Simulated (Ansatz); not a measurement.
Space group Fm-3m (No. 225). a = 6.040 Å, b = 6.040 Å, c = 6.040 Å, α = 90.00°, β = 90.00°, γ = 90.00°
```
atom site symmetry x y z
  Hg    4a m-3m  0.0000  0.0000  0.0000
  Te    4b m-3m  0.5000  0.0000  0.0000
```

Equation of state of this HgTe structure (not necessarily the ground state), with shape and atoms relaxed at each volume where symmetry leaves them free. It has no gap at any of these volumes. Theory: DFT PBE+D3(BJ), scalar-relativistic, plane waves, PAW in Ansatz 0.2.0.

Settings: cutoff 420 eV, Γ-centred mesh 12×12×12 on the computed 2-atom cell, Gaussian smearing of 0.10 eV; no spin polarisation.

```csv
V (Å³/atom),E − E(largest V) (meV/atom),P (GPa)
24.235,50.52,9.94
25.061,7.78,6.71
25.887,-19.78,4.04
26.713,-34.76,1.83
27.539,-39.31,-0.01
28.365,-35.21,-1.53
29.192,-23.96,-2.78
30.293,0.00,-4.11
```

Task: Fit a third-order Birch–Murnaghan equation to E(V).

Result: V0 = 27.54 Å³/atom, B0 = 56 GPa, B0' = 5.3.

Spin-orbit coupling is left out, which matters for the bands of heavy elements.

This rock-salt form isn't the usual stable structure of the compound.